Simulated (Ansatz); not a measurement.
# Convergence notes, G0W0 on CaSe (Fm-3m)

CaSe (Fm-3m) from a database structure, relaxed with r2SCAN; one-shot G0W0 in Ansatz without spin-orbit coupling. Spin-unpolarised throughout; all numbers are computed.

```xyz
2
Lattice="0.0000 2.9675 2.9675 2.9675 0.0000 2.9675 2.9675 2.9675 0.0000" Properties=species:S:1:pos:R:3 pbc="T T T"
Ca    0.0000    0.0000    0.0000
Se    2.9675    2.9675    2.9675
```

Gaps are read over the mesh points alone. G0W0 values are finite-basis, finite-mesh values.

| start | potentials | frequency model | mesh | empty bands | screening cutoff (eV) | Kohn-Sham gap (eV) | G0W0 gap (eV) |
| --- | --- | --- | --- | --- | --- | --- | --- |
| PBE | PAW | contour deformation | 6×6×6 | 156 | 120 | 2.06 | 3.68 |
| PBE | PAW | contour deformation | 6×6×6 | 387 | 220 | 2.06 | 3.79 |
| PBE | PAW | contour deformation | 6×6×6 | 711 | 300 | 2.06 | 3.83 |
| HSE06 | PAW | contour deformation | 6×6×6 | 387 | 220 | 3.00 | 4.14 |
| r2SCAN | PAW | contour deformation | 6×6×6 | 387 | 220 | 2.52 | 4.01 |
| PBE0 | PAW | contour deformation | 6×6×6 | 387 | 220 | 3.68 | 4.35 |
| PBE | PAW | Godby-Needs pole | 6×6×6 | 387 | 220 | 2.06 | 3.75 |
| PBE | PAW | contour deformation | 8×8×8 | 84 | 80 | 2.06 | 3.55 |
| PBE | norm-conserving | contour deformation | 6×6×6 | 387 | 220 | 2.06 | 3.71 |

G0W0 moves the gap on the mesh from 2.06 eV (PBE) to 3.83 eV (Γ to X). Renormalisation factors Z lie between 0.74 and 0.81.

Raising bands and cutoff together moves the gap by +0.11 eV (120 to 220 eV), then +0.04 eV (220 to 300 eV); the last step is small, which bounds nothing strictly. Starting from HSE06 (3.00 eV against PBE's 2.06 eV) gives 4.14 eV, +0.35 eV from G0W0@PBE at the same screening cutoff. Starting from r2SCAN (2.52 eV against PBE's 2.06 eV) gives 4.01 eV, +0.22 eV from G0W0@PBE at the same screening cutoff. Starting from PBE0 (3.68 eV against PBE's 2.06 eV) gives 4.35 eV, +0.56 eV from G0W0@PBE at the same screening cutoff. The Godby-Needs plasmon pole differs from contour deformation by -0.04 eV. Norm-conserving potentials (wave cutoff 1170 eV against 420 eV) shift the quasiparticle gap by -0.08 eV and the PBE gap by 0.00 eV. r2SCAN runs take a wave cutoff of 500 eV.
